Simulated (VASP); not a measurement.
# CdSe (P6_3mc) in VASP: further runs

The runs below take CdSe through single point, with LDA, PBE+D4.

Everything below comes from runs of VASP 6.6.1. Logs are shortened: lines on timing, memory, paths and dates and some standing lists are left out, and cuts for length are marked.

**What was measured.**

From a printed reference work, data compilation, for a bulk crystal of CdSe at 2 K: band gap 1.841 eV.

How close the calculation comes is told below.

## (1) The cell of the first run

Symmetry: P6_3mc, No. 186, hexagonal system. The conventional cell has a = 4.249 Å, b = 4.249 Å, c = 6.938 Å, α = 90.00°, β = 90.00°, γ = 120.00°. Within 3.4 Å of Cd (site symmetry 3m) lie 4 Se at 2.60 Å. Within 3.4 Å of Se (site symmetry 3m) lie 4 Cd at 2.60 Å.

## (2) Single point, LDA

INCAR reads:

```
ALGO = Normal ; EDIFF = 1E-6
ENCUT = 520 ; GGA = CA
ISIF = 2 ; ISMEAR = 0
LASPH = T ; LCHARG = T
LELF = T ; LREAL = F
LVHAR = T ; LWAVE = F
NBANDS = 26 ; NELM = 60
PREC = Accurate ; SIGMA = 0.01
```

KPOINTS reads:

```
k-points
0
Gamma
  6 6 4
```

POSCAR reads:

```
CdSe
1.0
    4.2488685936      0.0000000000      0.0000000000
   -2.1244342968      3.6796281394      0.0000000000
    0.0000000000      0.0000000000      6.9380843606
Cd Se
2 2
Direct
    0.3333333333      0.6666666667      0.0047727679
    0.6666666667      0.3333333333      0.5047727679
    0.3333333333      0.6666666667      0.3802272321
    0.6666666667      0.3333333333      0.8802272321
```

Potentials or basis: VASP PAW LDA potentials, release 64 (Cd, Se).

Run with:

```console
$ cat potpaw_LDA.64/Cd/POTCAR potpaw_LDA.64/Se/POTCAR > POTCAR
$ mpirun -np 1 vasp_std > vasp.out
```

OUTCAR:

```text
EDIFF = 1E-6
   ENCUT = 520
   GGA = CA
   ISIF = 2
   ISMEAR = 0
   LASPH = T
   LREAL = F
   NELM = 60
   PREC = Accurate

 ion  position               nearest neighbor table
   1  0.333  0.667  0.005-   4 2.60   4 2.60   4 2.60   3 2.60
   2  0.667  0.333  0.505-   3 2.60   3 2.60   3 2.60   4 2.60
   3  0.333  0.667  0.380-   2 2.60   2 2.60   2 2.60   1 2.60
   4  0.667  0.333  0.880-   1 2.60   1 2.60   1 2.60   2 2.60

  LATTYP: Found a hexagonal cell.
 ALAT       =     4.2488685936
 C/A-ratio  =     1.6329251441

  Lattice vectors:

 A1 = (   4.2488685936,   0.0000000000,   0.0000000000)
 A2 = (  -2.1244342968,   3.6796281394,   0.0000000000)
 A3 = (   0.0000000000,   0.0000000000,   6.9380843606)

Analysis of symmetry for initial positions (statically):
=====================================================================
 Subroutine PRICEL returns:
 Original cell was already a primitive cell.

 Routine SETGRP: Setting up the symmetry group for a
 hexagonal supercell.

 Subroutine GETGRP returns: Found 12 space group operations
 (whereof  6 operations were pure point group operations)
 out of a pool of 24 trial point group operations.

The static configuration has the point symmetry C_3v.
 The point group associated with its full space group is C_6v.

Analysis of symmetry for dynamics (positions and initial velocities):
=====================================================================
 Subroutine PRICEL returns:
 Original cell was already a primitive cell.

 Routine SETGRP: Setting up the symmetry group for a
 hexagonal supercell.

 Subroutine GETGRP returns: Found 12 space group operations
 (whereof  6 operations were pure point group operations)
 out of a pool of 24 trial point group operations.

The dynamic configuration has the point symmetry C_3v.
 The point group associated with its full space group is C_6v.

 Subroutine INISYM returns: Found 12 space group operations
 (whereof  6 operations are pure point group operations),
 and found     1 'primitive' translations

----------------------------------------------------------------------------------------

                                     Primitive cell
[... 85 lines left out ...]
   ISPIN  =      1    spin polarized calculation?
   LNONCOLLINEAR =      F non collinear calculations
   LSORBIT =      F    spin-orbit coupling
   LASPH  =      T    aspherical Exc in radial PAW
   ENCUT  =  520.0 eV  38.22 Ry    6.18 a.u.   7.90  7.90 12.90*2*pi/ulx,y,z
   NELM   =     60;   NELMIN=  2; NELMDL= -5     # of ELM steps
   EDIFF  = 0.1E-05   stopping-criterion for ELM
   LREAL  =      F    real-space projection
   EDIFFG = 0.1E-04   stopping-criterion for IOM
   NSW    =      0    number of steps for IOM
   IBRION =     -1    ionic relax: 0-MD 1-quasi-New 2-CG
   NFREE  =      0    steps in history (QN), initial steepest desc. (CG)
   ISIF   =      2    stress and relaxation
   ISYM   =      2    0-nonsym 1-usesym 2-fastsym
   POTIM  = 0.5000    time-step for ionic-motion
   TEBEG  =    0.0;   TEEND  =   0.0 temperature during run
   PSTRESS=    0.0 pullay stress
   NELECT =      36.0000    total number of electrons
   NUPDOWN=      -1.0000    fix difference up-down
   EMIN   =  10.00;   EMAX   =-10.00  energy-range for DOS
   EFERMI =   0.00;   METHOD = LEGACY
   ISMEAR =     0;   SIGMA  =   0.01  broadening in eV -4-tet -1-fermi 0-gaus
   EFERMI_NEDOS =   21; number of points for ismear=-14 and -15
   IALGO  =     38    algorithm
   IMIX   =      4    mixing-type and parameters
     AMIX     =   0.40;   BMIX     =  1.00
     AMIX_MAG =   1.60;   BMIX_MAG =  1.00
  volume/ion in A,a.u.               =      27.12       183.00
  Fermi-wavevector in a.u.,A,eV,Ry     =   1.133453  2.141915 17.479609  1.284715
  Thomas-Fermi vector in A             =   2.270155
   LORBIT       =      0    0 simple, 1 ext, 2 COOP (PROOUT), +10 PAW based schemes
   GGA     = CA    functional components
   LHFCALC =     F    Hartree Fock is set to
   AEXX    =    0.0000 exact exchange contribution
   IVDW    =     0    specifies the selected vdW correction
   LEPSILON=     F    determine dielectric tensor
   LRPA    =     F    only Hartree local field effects (RPA)
 non-spin polarized calculation
 Gauss-broadening in eV      SIGMA  =   0.01
  energy-cutoff  :      520.00
  volume of cell :      108.47
 maximum number of plane-waves:      2952
 NGX is ok and might be reduce to    32
   NGX = 15   NGY = 15   NGZ = 25

 number of electron      36.0000009 magnetization

 Free energy of the ion-electron system (eV)
  ---------------------------------------------------
  ext. energy  EPLUGINS =         0.00000000
  ---------------------------------------------------
  free energy    TOTEN  =       -13.51282018 eV

  energy without entropy =      -13.51282018  energy(sigma->0) =      -13.51282018

 E-fermi :   1.1813     XC(G=0):  -9.4467

 val. band max:        1.1262502880   @ k =   0.0000   0.0000   0.0000
 cond. band min:       1.6209830009   @ k =   0.0000   0.0000   0.0000
 fundamental gap:      0.4947327129
 Fermi energy:         1.1813129121

 k-point     1 :       0.0000    0.0000    0.0000
  band No.  band energies     occupation
      1     -11.7426      2.00000
      2     -11.3238      2.00000
      3      -6.9593      2.00000
      4      -6.9495      2.00000
      5      -6.9495      2.00000
      6      -6.8740      2.00000
[... 598 lines left out ...]
     25       9.8752      0.00000
     26       9.8757      0.00000

------------------------ aborting loop because EDIFF is reached ----------------------------------------

  FORCE on cell =-STRESS in cart. coord.  units (eV):
  Direction    XX          YY          ZZ          XY          YZ          ZX
  --------------------------------------------------------------------------------------
  -------------------------------------------------------------------------------------
  Total        0.3283673      0.3283673      0.3380548      0.0000000     -0.0000000      0.0000000
  in kB        4.8501338      4.8501338      4.9932227      0.0000000     -0.0000000      0.0000000
  external PRESSURE =       4.8978301 kB  Pullay stress =       0.0000000 kB

 VOLUME and BASIS-vectors are now :
 -----------------------------------------------------------------------------
  energy-cutoff  :      520.00
  volume of cell :      108.47
      direct lattice vectors                 reciprocal lattice vectors
     4.248868594  0.000000000  0.000000000     0.235356773  0.135883296  0.000000000
    -2.124434297  3.679628139  0.000000000     0.000000000  0.271766592  0.000000000
     0.000000000  0.000000000  6.938084361     0.000000000  0.000000000  0.144132004

 POSITION                                       TOTAL-FORCE (eV/Angst)
 -----------------------------------------------------------------------------------
     -0.00000      2.45309      0.03311        -0.000000     -0.000000      0.000751
      2.12443      1.22654      3.50216         0.000000      0.000000      0.000751
     -0.00000      2.45309      2.63805        -0.000000     -0.000000     -0.000751
      2.12443      1.22654      6.10709        -0.000000     -0.000000     -0.000751
 -----------------------------------------------------------------------------------
    total drift:                               -0.000000      0.000000     -0.000180

  FREE ENERGIE OF THE ION-ELECTRON SYSTEM (eV)
  ---------------------------------------------------
  free  energy   TOTEN  =       -13.5128201844 eV

  energy  without entropy=      -13.5128201844  energy(sigma->0) =      -13.51282018
```

stdout:

```text
POSCAR found type information on POSCAR CdSe
 POSCAR found :  2 types and       4 ions
 scaLAPACK will be used
 LDA part: xc-table for (Slater(with rela. corr.)+CA(PZ))
 , standard interpolation
 POSCAR, INCAR and KPOINTS ok, starting setup
 FFT: planning ... GRIDC
 FFT: planning ... GRID_SOFT
 FFT: planning ... GRID
 WAVECAR not read
 entering main loop
```

Run time: 63 s. Hardware: 1 thread of Intel Xeon 8259CL, shared host; peak memory 0.21 GiB.

What came out:

```
Free energy            : -13.5128 eV
Pressure               : 0.5 GPa
Band gap on the k mesh : 0.49 eV
```

Caveat: semilocal functionals underestimate gaps, and a narrow one can read as zero.

## (3) Single point, PBE+D4

This run uses another cell than the first one, of 28.58 Å³/atom.

INCAR reads:

```
ALGO     = Normal         # electronic algorithm
EDIFF    = 1E-7           # SCF threshold, eV
ENCUT    = 520            # plane-wave cutoff, eV
GGA      = PE             # functional
ISIF     = 2              # what is computed and relaxed
ISMEAR   = 0              # smearing method
IVDW     = 13             # dispersion correction
LASPH    = True           # aspherical terms in the spheres
LCHARG   = False          # write CHGCAR
LREAL    = False          # projectors in reciprocal space
LWAVE    = False          # write WAVECAR
NBANDS   = 26             # bands
NELM     = 60             # most SCF steps
PREC     = Accurate       # precision mode
SIGMA    = 0.01           # smearing width, eV
```

KPOINTS is that of step 2.

POSCAR reads:

```
CdSe
1.0
    4.3233415348      0.0000000000      0.0000000000
   -2.1616707674      3.7441235983      0.0000000000
    0.0000000000      0.0000000000      7.0629809853
Cd Se
2 2
Direct
    0.3333333333      0.6666666667      0.0048297634
    0.6666666667      0.3333333333      0.5048297634
    0.3333333333      0.6666666667      0.3801702366
    0.6666666667      0.3333333333      0.8801702366
```

Potentials or basis: VASP PAW PBE potentials, release 64 (Cd, Se).

Run with:

```console
$ cat potpaw_PBE.64/Cd/POTCAR potpaw_PBE.64/Se/POTCAR > POTCAR
$ mpirun -np 1 vasp_std > vasp.out
```

It took 90 s on 1 thread of Intel Xeon 8259CL, shared host; peak memory 0.25 GiB.

The run converged. Its results:

```
Free energy                : -12.2251 eV
Pressure                   : 0.3 GPa
Band gap on the k mesh     : 0.63 eV
Dispersion energy per atom : -0.318 eV
```

Forces in eV/Å, atoms in the order of the input:
```
Cd   0.000  0.000  0.002
Cd   0.000  0.000  0.002
Se   0.000  0.000 -0.002
Se   0.000  0.000 -0.002
```

Levels at points of the mesh, in eV from the valence-band top:
```
           k point  band 15  band 16  band 17  band 18  band 19  band 20  band 21  band 22
(0.00, 0.00, 0.00)    -0.74    -0.05     0.00     0.00     0.63     2.19     5.86     5.86
(0.50, 0.00, 0.00)    -2.60    -1.80    -1.30    -0.73     3.18     3.33     4.77     6.08
(0.00, 0.00, 0.50)    -0.39    -0.39    -0.39    -0.39     2.34     2.34     5.83     5.83
(0.50, 0.00, 0.50)    -1.34    -1.34    -1.31    -1.31     2.92     2.92     4.85     4.85
```

Caveat: semilocal functionals underestimate gaps, and a narrow one can read as zero.

## (4) Against experiment

Step 2. Against the measured gap of CdSe, 1.841 eV (2 K; a printed reference work, data compilation), the calculated 0.49 eV is off by -1.35 eV. So large a miss can be the level of theory's own, or it may mean another phase, state or a wrong row. Spin-orbit coupling on Cd, Se is left out. The value is that of LDA, without temperature or zero-point motion. Semilocal functionals fall short of measured gaps as a rule.

Step 3. A measured gap of CdSe is 1.841 eV (2 K; a printed reference work, data compilation); the calculated 0.63 eV misses it by -1.21 eV. So large a miss can be the level of theory's own, or it may mean another phase, state or a wrong row. Spin-orbit coupling on Cd, Se is left out. The value is that of PBE+D4, without temperature or zero-point motion. Semilocal functionals fall short of measured gaps as a rule.
